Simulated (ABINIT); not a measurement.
Here is an ABINIT 10.8.3 (patched build) calculation.

The input run.abi:

```
# Pseudopotentials
pp_dirpath "./"
pseudos "Pb.GGA_PBE-JTH.xml, S.GGA_PBE-JTH.xml"

# Structure
acell 6.9044148628 6.9044148628 6.9044148628
rprim
     1.0000000000     0.0000000000     0.0000000000
     0.0000000000     1.0000000000     0.0000000000
     0.0000000000     0.0000000000     1.0000000000
ntypat 2
znucl 82 16
natom 2
typat 1 2
xcart
     0.0000000000     0.0000000000     0.0000000000
     1.8268295000     1.8268295000     1.8268295000 Angstrom

# Plane-wave basis
ecut 26.0
pawecutdg 48.0
pawxcdev 0

# k points
kptopt 1
ngkpt 7 7 7
nshiftk 1
shiftk 0.0 0.0 0.0

# Exchange and correlation
ixc 11

# Bands and occupations
nband 14
occopt 3
tsmear 0.05 eV

# SCF cycle
nstep 100
tolvrs 1.0e-9

# Output
iomode 3
prtwf 0
prtden 0
prteig 0
prtebands 0
enunit 1
```

Potentials or basis: JTH PAW PBE v2.0.

Run with:

```sh
$ abinit run.abi > log 2>&1
```

Problem. What does it give for the pressure?

Solution. -0.3 GPa.

The run has no spin-orbit coupling, so splittings on Pb are missing.
